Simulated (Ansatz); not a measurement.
The system is MoS2.

```
CELL_PARAMETERS angstrom
1.58550 0.91539 6.11500
-1.58550 0.91539 6.11500
0.00000 -1.83078 6.11500
ATOMIC_POSITIONS crystal
Mo 0.00000 0.00000 0.00000
S 0.25000 0.25000 0.25000
S 0.75000 0.75000 0.75000
```

Measurements of this composition are mostly on another form, of space group No. 194.

Base run:

| Property | Result |
| --- | --- |
| Program | Ansatz 0.2.0 |
| Functional | PBEsol |
| Potentials or basis | all-electron LAPW, scalar-relativistic |
| Cutoff | 246 eV (chosen from the basis error) |
| Basis error allowed | 0.002 eV/atom |
| k mesh | 10 × 10 × 10 |
| Occupations | fermi-dirac, width 0.05 eV |
| Spin | no spin polarisation |

Its results: pressure 2.9 GPa; largest force 0.758 eV/Å.

Task: The run is repeated on the same cell with these changes: functional from PBEsol to LDA. What comes out?

Result: Pressure 0.1 GPa; largest force 0.580 eV/Å.

LDA binds more tightly than PBEsol, so the same cell stands under less pressure.

Caveats: the cell's inner coordinates are idealised or old, which leaves forces on the atoms.
